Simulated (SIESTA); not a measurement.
CdSe (Cadmoselite):

```xyz
4
Lattice="4.3000 0.0000 0.0000 -2.1500 3.7239 0.0000 0.0000 0.0000 7.0200" Properties=species:S:1:pos:R:3 pbc="T T T"
Cd    2.1500    1.2413    3.5100
Cd    0.0000    2.4826    0.0000
Se    2.1500    1.2413    6.2127
Se    0.0000    2.4826    2.7027
```

Base run:

```yaml
Program: SIESTA 5.4.2
Functional: PBE
Potentials_or_basis: SG15 1.2 (PBE files) or PseudoDojo by element
Basis: DZP (energy shift 0.003 Ry; two zetas on semicore shells)
Grid_cutoff: 800 Ry
Energy_shift: 0.003 Ry
k_mesh: 7 × 7 × 4
Occupations: fermi-dirac, width 0.05 eV
Spin: no spin polarisation
```

Its results: band gap on the k mesh 1.59 eV, direct; pressure 3.5 GPa; largest force 0.320 eV/Å.

Question: The run is repeated on the same cell with these changes: potentials or basis from SG15 1.2 (PBE files) or PseudoDojo by element to PseudoDojo 0.4 standard (PBE files); valence electrons from 52 to 72. What comes out?

Answer: Band gap on the k mesh 0.92 eV, direct; pressure 3.2 GPa; largest force 0.321 eV/Å.

Caveats: an odd mesh through Γ misses points on the zone boundary, where band edges often lie; the basis of atomic orbitals isn't converged, which shifts pressures, moduli and gaps.
